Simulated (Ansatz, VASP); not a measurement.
Pt in VASP and in Ansatz

Contents of INCAR:

```
ALGO = Normal
EDIFF = 1E-6
ENCUT = 520
GGA = PE
ISIF = 2
ISMEAR = -1
LASPH = T
LCHARG = F
LREAL = F
LWAVE = F
NBANDS = 17
NELM = 60
PREC = Accurate
SIGMA = 0.05
```

The input KPOINTS:

```
k-points
0
Gamma
  14 14 14
```

The input POSCAR:

```
Pt
1.0
    0.0000000000      2.2129158258      2.2129158258
    2.2129158258      0.0000000000      2.2129158258
    2.2129158258      2.2129158258      0.0000000000
Pt
2
Direct
   -0.1250000000     -0.1250000000     -0.1250000000
    0.1250000000      0.1250000000      0.1250000000
```

Input for Ansatz:

```yaml
crystal:
  lattice:
    - [0.0, 2.2129158258, 2.2129158258]
    - [2.2129158258, 0.0, 2.2129158258]
    - [2.2129158258, 2.2129158258, 0.0]
  atoms:
    - { symbol: Pt, position: [-0.125, -0.125, -0.125] }
    - { symbol: Pt, position: [0.125, 0.125, 0.125] }
kpoints:
  mp_grid: { grid: [14, 14, 14] }
scf:
  occupations: { method: fermi_dirac, width: 0.05 }
hamiltonian:
  xc: pbe
  pseudopotentials: { kind: all_electron, datasets: crystal }
output:
  forces: true
  stress: true
  eigenvalues: true
```

Change from the starting cell: volume scaled by 0.45, crystal datasets.

Alike in both runs: task single point; functional PBE; k mesh 14 × 14 × 14; occupations fermi-dirac, width 0.05 eV; no spin polarisation.

|  | VASP | Ansatz |
| --- | --- | --- |
| version | VASP 6.6.1 | Ansatz 0.2.0 |
| potentials or method | VASP PAW PBE potentials, release 64 (Pt) | all-electron PAW with datasets made for the crystal, scalar-relativistic |
| plane-wave cutoff (eV) | 520 | see its input |

VASP gave:

| Property | Result |
| --- | --- |
| pressure (GPa) | 582.7 |

What did Ansatz give for the same quantities?

Pressure (GPa): 673.1.

Ansatz ran all-electron here, so the differences hold the error of VASP's frozen core and of both bases.

Caveats: the cell as given lies far from equilibrium; so large a pressure means that the cell lies far from this level's equilibrium, or that cutoff or potentials fall short (VASP). The runs have no spin-orbit coupling, so splittings on Pt are missing.
